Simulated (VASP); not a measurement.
# ZnS (F-43m) in VASP: further runs

One crystal, ZnS, is run at these levels: PBEsol, PBE; tasks: equation of state.

Everything below comes from runs of VASP 6.6.1. Logs are shortened: lines on timing, memory, paths and dates and some standing lists are left out, and cuts for length are marked.

**What was measured.**

From “Electronic, vibrational, and thermodynamic properties of ZnS (zincblende and rocksalt structure)”, 2009, arxiv:0911.5022, for a bulk crystal of ZnS: bulk modulus 76.9 GPa.

The results are compared with them further down.

### 1 Starting point

The structure is cubic, space group F-43m (No. 216). Conventional cell: a = 5.404 Å, b = 5.404 Å, c = 5.404 Å, α = 90.00°, β = 90.00°, γ = 90.00°. Zn (site symmetry -43m) has 4 S at 2.34 Å as nearest neighbours. S (site symmetry -43m) has 4 Zn at 2.34 Å as nearest neighbours.

### 2 Equation of state, PBEsol, 18.54 Å³/atom (volume scaled by 0.94)

The input, INCAR:

```
SYSTEM = ZnS
PREC     = Accurate       ! precision mode
ENCUT    = 520            ! plane-wave cutoff, eV
EDIFF    = 1E-7           ! SCF threshold, eV
ISMEAR   = -1             ! smearing method
SIGMA    = 0.05           ! smearing width, eV
LREAL    = .False.        ! projectors in reciprocal space
LASPH    = .True.         ! aspherical terms in the spheres
NELM     = 80             ! most SCF steps
ALGO     = Normal         ! electronic algorithm
ISIF     = 2              ! what is computed and relaxed
LWAVE    = .False.        ! write WAVECAR
LCHARG   = .False.        ! write CHGCAR
GGA      = PS             ! functional
NBANDS   = 16             ! bands
```

The input, KPOINTS:

```
Automatic mesh
0
Gamma
  9 9 9
  0 0 0
```

The input, POSCAR:

```
ZnS
1.0
    0.0000000000      2.6468416657      2.6468416657
    2.6468416657      0.0000000000      2.6468416657
    2.6468416657      2.6468416657      0.0000000000
Zn S
1 1
Direct
    0.7500000000      0.7500000000      0.7500000000
    0.0000000000      0.0000000000      0.0000000000
```

Potentials or basis: VASP PAW PBE potentials, release 64 (Zn, S).

Run with:

```bash
$ cat potpaw_PBE.64/Zn/POTCAR potpaw_PBE.64/S/POTCAR > POTCAR
$ mpirun -np 1 vasp_std > vasp.out
```

OUTCAR:

```text
SYSTEM = ZnS
   PREC = Accurate
   ENCUT = 520
   EDIFF = 1E-7
   ISMEAR = -1
   LREAL = .False.
   LASPH = .True.
   NELM = 80
   ISIF = 2
   GGA = PS

 Found     35 irreducible k-points:

 Following reciprocal coordinates:
            Coordinates               Weight
  0.000000  0.000000  0.000000      1.000000
  0.111111  0.000000  0.000000      8.000000
  0.222222  0.000000  0.000000      8.000000
  0.333333  0.000000  0.000000      8.000000
  0.444444  0.000000  0.000000      8.000000
  0.111111  0.111111  0.000000      6.000000
   k-points           NKPTS =     35   k-points in BZ     NKDIM =     35   number of bands    NBANDS=     16
   number of dos      NEDOS =    301   number of ions     NIONS =      2
   total plane-waves  NPLWV =  21952
   dimension x,y,z NGX =    28 NGY =   28 NGZ =   28
   dimension x,y,z NGXF=    56 NGYF=   56 NGZF=   56
   ions per type =               1   1
   NGX,Y,Z   is equivalent  to a cutoff of  12.44, 12.44, 12.44 a.u.
   NGXF,Y,Z  is equivalent  to a cutoff of  24.87, 24.87, 24.87 a.u.
 SYSTEM =  ZnS
   PREC   = accura    normal or accurate (medium, high low for compatibility)
   ISTART =      0    job   : 0-new  1-cont  2-samecut
   ICHARG =      2    charge: 1-file 2-atom 10-const
   ISPIN  =      1    spin polarized calculation?
   LNONCOLLINEAR =      F non collinear calculations
   LSORBIT =      F    spin-orbit coupling
   LASPH  =      T    aspherical Exc in radial PAW
   ENCUT  =  520.0 eV  38.22 Ry    6.18 a.u.   6.96  6.96  6.96*2*pi/ulx,y,z
   NELM   =     80;   NELMIN=  2; NELMDL= -5     # of ELM steps
   EDIFF  = 0.1E-06   stopping-criterion for ELM
   LREAL  =      F    real-space projection
   EDIFFG = 0.1E-05   stopping-criterion for IOM
   NSW    =      0    number of steps for IOM
   IBRION =     -1    ionic relax: 0-MD 1-quasi-New 2-CG
   NFREE  =      0    steps in history (QN), initial steepest desc. (CG)
   ISIF   =      2    stress and relaxation
   ISYM   =      2    0-nonsym 1-usesym 2-fastsym
   POTIM  = 0.5000    time-step for ionic-motion
   TEBEG  =    0.0;   TEEND  =   0.0 temperature during run
   PSTRESS=    0.0 pullay stress
   NELECT =      18.0000    total number of electrons
   NUPDOWN=      -1.0000    fix difference up-down
   EMIN   =  10.00;   EMAX   =-10.00  energy-range for DOS
   EFERMI =   0.00;   METHOD = LEGACY
   ISMEAR =    -1;   SIGMA  =   0.05  broadening in eV -4-tet -1-fermi 0-gaus
   EFERMI_NEDOS =   21; number of points for ismear=-14 and -15
   IALGO  =     38    algorithm
   IMIX   =      4    mixing-type and parameters
     AMIX     =   0.40;   BMIX     =  1.00
     AMIX_MAG =   1.60;   BMIX_MAG =  1.00
  volume/ion in A,a.u.               =      18.54       125.14
  Fermi-wavevector in a.u.,A,eV,Ry     =   1.286553  2.431233 22.520619  1.655219
  Thomas-Fermi vector in A             =   2.418621
   LORBIT       =      0    0 simple, 1 ext, 2 COOP (PROOUT), +10 PAW based schemes
   GGA     = PS    functional components
   LHFCALC =     F    Hartree Fock is set to
   AEXX    =    0.0000 exact exchange contribution
   IVDW    =     0    specifies the selected vdW correction
   LEPSILON=     F    determine dielectric tensor
   LRPA    =     F    only Hartree local field effects (RPA)
 non-spin polarized calculation
  energy-cutoff  :      520.00
  volume of cell :       37.09
 maximum number of plane-waves:      1018
   NGX = 13   NGY = 13   NGZ = 13

 number of electron      18.0000013 magnetization

 Free energy of the ion-electron system (eV)
  ---------------------------------------------------
  ext. energy  EPLUGINS =         0.00000000
  ---------------------------------------------------
  free energy    TOTEN  =        -7.57458691 eV

  energy without entropy =       -7.57458691  energy(sigma->0) =       -7.57458691

 E-fermi :   3.6363     XC(G=0): -10.1430

 val. band max:        2.6128157394   @ k =   0.0000   0.0000   0.0000
 cond. band min:       4.8620488946   @ k =   0.0000   0.0000   0.0000
 fundamental gap:      2.2492331552
 Fermi energy:         3.6362642283

 k-point     1 :       0.0000    0.0000    0.0000
  band No.  band energies     occupation
      1     -10.9971      2.00000
      2      -4.0317      2.00000
      3      -4.0317      2.00000
      4      -4.0317      2.00000
      5      -3.4566      2.00000
      6      -3.4566      2.00000
[... 8 lines left out ...]
     15      14.4197      0.00000
     16      14.5988      0.00000

 k-point     2 :       0.1111    0.0000    0.0000
  band No.  band energies     occupation
      1     -10.8924      2.00000
      2      -4.0374      2.00000
      3      -4.0124      2.00000
      4      -4.0124      2.00000
      5      -3.4586      2.00000
      6      -3.4586      2.00000
[... 8 lines left out ...]
     15      13.8530      0.00000
     16      15.2855      0.00000

 k-point     3 :       0.2222    0.0000    0.0000
  band No.  band energies     occupation
      1     -10.6079      2.00000
      2      -4.0243      2.00000
      3      -3.9674      2.00000
      4      -3.9674      2.00000
      5      -3.4576      2.00000
      6      -3.4576      2.00000
[... 8 lines left out ...]
     15      13.4804      0.00000
     16      14.9464      0.00000

 k-point     4 :       0.3333    0.0000    0.0000
  band No.  band energies     occupation
      1     -10.2421      2.00000
      2      -3.9251      2.00000
      3      -3.9251      2.00000
      4      -3.9042      2.00000
      5      -3.4432      2.00000
      6      -3.4432      2.00000
[... 8 lines left out ...]
     15      14.2218      0.00000
     16      14.4374      0.00000

 k-point     5 :       0.4444    0.0000    0.0000
  band No.  band energies     occupation
      1      -9.9712      2.00000
      2      -3.9043      2.00000
      3      -3.9043      2.00000
      4      -3.5388      2.00000
      5      -3.4242      2.00000
      6      -3.4242      2.00000
[... 8 lines left out ...]
     15      15.7270      0.00000
     16      15.7270      0.00000

 k-point     6 :       0.1111    0.1111    0.0000
  band No.  band energies     occupation
      1     -10.8575      2.00000
      2      -4.0566      2.00000
      3      -3.9969      2.00000
      4      -3.9969      2.00000
      5      -3.4731      2.00000
      6      -3.4462      2.00000
[... 8 lines left out ...]
     15      14.5834      0.00000
     16      15.7059      0.00000

 [... further k-points ...]

------------------------ aborting loop because EDIFF is reached ----------------------------------------

  FORCE on cell =-STRESS in cart. coord.  units (eV):
  Direction    XX          YY          ZZ          XY          YZ          ZX
  --------------------------------------------------------------------------------------
  -------------------------------------------------------------------------------------
  Total        0.7548140      0.7548140      0.7548140      0.0000000      0.0000000      0.0000000
  in kB       32.6089365     32.6089365     32.6089365      0.0000000      0.0000000      0.0000000
  external PRESSURE =      32.6089365 kB  Pullay stress =       0.0000000 kB

 VOLUME and BASIS-vectors are now :
 -----------------------------------------------------------------------------
  energy-cutoff  :      520.00
  volume of cell :       37.09
      direct lattice vectors                 reciprocal lattice vectors
     0.000000000  2.646841666  2.646841666    -0.188904386  0.188904386  0.188904386
     2.646841666  0.000000000  2.646841666     0.188904386 -0.188904386  0.188904386
     2.646841666  2.646841666  0.000000000     0.188904386  0.188904386 -0.188904386

 POSITION                                       TOTAL-FORCE (eV/Angst)
 -----------------------------------------------------------------------------------
      3.97026      3.97026      3.97026        -0.000000     -0.000000     -0.000000
      0.00000      0.00000      0.00000         0.000000      0.000000      0.000000
 -----------------------------------------------------------------------------------
    total drift:                                0.000002      0.000002      0.000002

  FREE ENERGIE OF THE ION-ELECTRON SYSTEM (eV)
  ---------------------------------------------------
  free  energy   TOTEN  =        -7.5745869084 eV

  energy  without entropy=       -7.5745869084  energy(sigma->0) =       -7.57458691
```

stdout:

```text
POSCAR found type information on POSCAR ZnS
 POSCAR found :  2 types and       2 ions
 scaLAPACK will be used
 -----------------------------------------------------------------------------
|                                                                             |
|                                                                             |
|     You enforced a specific xc type in the INCAR file but a different       |
|     I HOPE YOU KNOW WHAT YOU ARE DOING!                                     |
|                                                                             |
 -----------------------------------------------------------------------------

 LDA part: xc-table for (Slater+PW92), standard interpolation
 POSCAR, INCAR and KPOINTS ok, starting setup
 FFT: planning ... GRIDC
 FFT: planning ... GRID_SOFT
 FFT: planning ... GRID
 WAVECAR not read
 entering main loop
```

Wall time 14 s (1 thread of Intel Xeon Platinum 8375C at 2.90GHz (Ice Lake), shared host); peak memory 0.16 GiB.

What came out:

```yaml
Free_energy: -7.5746 eV
Pressure: 3.3 GPa
Band_gap_on_the_k_mesh: 2.25 eV, direct
```

Caveat: the PAW data sets were made with another functional, which shifts forces and pressure a little.

### 3 Equation of state, PBEsol, 18.94 Å³/atom (volume scaled by 0.96)

INCAR is that of step 2.

KPOINTS is that of step 2.

The input, POSCAR:

```
ZnS
1.0
    0.0000000000      2.6654820099      2.6654820099
    2.6654820099      0.0000000000      2.6654820099
    2.6654820099      2.6654820099      0.0000000000
Zn S
1 1
Direct
    0.7500000000      0.7500000000      0.7500000000
    0.0000000000      0.0000000000      0.0000000000
```

Potentials or basis: VASP PAW PBE potentials, release 64 (Zn, S).

Run with:

```bash
$ cat potpaw_PBE.64/Zn/POTCAR potpaw_PBE.64/S/POTCAR > POTCAR
$ mpirun -np 1 vasp_std > vasp.out
```

It took 14 s on 1 thread of Intel Xeon Platinum 8375C at 2.90GHz (Ice Lake), shared host; peak memory 0.16 GiB.

The run converged. Its results:

| Item | Value |
| --- | --- |
| Free energy | -7.5861 eV |
| Pressure | 1.4 GPa |
| Band gap on the k mesh | 2.16 eV, direct |

Caveat: the PAW data sets were made with another functional, which shifts forces and pressure a little.

[end of part 1 of 2]
